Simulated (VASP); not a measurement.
Crystal: Te.

```xyz
3
Lattice="4.3127 0.0000 0.0000 -2.1563 3.7349 0.0000 0.0000 0.0000 5.9761" Properties=species:S:1:pos:R:3 pbc="T T T"
Te    1.2283    0.0000    1.9920
Te   -0.6141    1.0637    3.9841
Te    1.5422    2.6711    0.0000
```

```yaml
Program: VASP 6.6.1
Task: relaxation of cell and atoms
Functional: HSE06
Potentials_or_basis: VASP PAW PBE potentials, release 64 (Te)
Cutoff: 520 eV
k_mesh: 6 × 6 × 3
Occupations: gaussian, width 0.03 eV
Spin: no spin polarisation
```

At the start: pressure -0.0 GPa; volume 32.09 Å³/atom.

Question: Where does the relaxation end?

Answer: Over 23 steps the energy falls by 40.0 meV/atom and the volume is 35.97 Å³/atom (+12.1 %); space group P3_121 (No. 152, to 0.05 Å).

The path:
| step | energy change (eV) | largest force (eV/Å) | pressure (GPa) | volume (Å³) |
| --- | --- | --- | --- | --- |
| 1 | 0.0000 | 0.4359 | -0.05 | 96.26 |
| 2 | -0.0294 | 0.3208 | 0.69 | 96.12 |
| 3 | -0.0506 | 0.0652 | 2.13 | 95.86 |
| 4 | -0.0641 | 0.0527 | 1.85 | 96.85 |
| 5 | -0.0940 | 0.0130 | 1.16 | 99.86 |
| 6 | -0.1165 | 0.0829 | 0.32 | 106.03 |
| 7 | -0.1167 | 0.0928 | 0.29 | 106.63 |
| 8 | -0.1166 | 0.0982 | 0.26 | 106.95 |
| 9 | -0.1179 | 0.0372 | 0.01 | 107.17 |
| 10 | -0.1181 | 0.0139 | -0.19 | 107.37 |
| 11 | -0.1181 | 0.0001 | -0.16 | 107.32 |
| 12 | -0.1188 | 0.0048 | -0.09 | 107.11 |
| 13 | -0.1193 | 0.0134 | 0.03 | 106.74 |
| 14 | -0.1194 | 0.0145 | 0.04 | 106.83 |
| 15 | -0.1196 | 0.0170 | 0.01 | 107.10 |
| 16 | -0.1198 | 0.0218 | -0.04 | 107.64 |
| 17 | -0.1196 | 0.0310 | -0.12 | 108.71 |
| 18 | -0.1198 | 0.0258 | -0.11 | 108.14 |
| 19 | -0.1198 | 0.0239 | -0.08 | 107.92 |
| 20 | -0.1199 | 0.0157 | -0.03 | 107.92 |
| 21 | -0.1199 | 0.0033 | 0.03 | 107.93 |
| 22 | -0.1199 | 0.0043 | 0.02 | 107.93 |
| 23 | -0.1199 | 0.0095 | -0.01 | 107.92 |

Final structure:
```
CELL_PARAMETERS angstrom
4.64587 0.00000 0.00000
-2.32293 4.02344 0.00000
0.00000 0.00000 5.77366
ATOMIC_POSITIONS crystal
Te 0.25126 0.00000 0.33333
Te 0.00000 0.25126 0.66667
Te 0.74874 0.74874 0.00000
```

Caveat: the PAW data sets were made with another functional, which shifts forces and pressure a little; the volume moved by +12 % from the deposited cell, more than functionals usually miss.
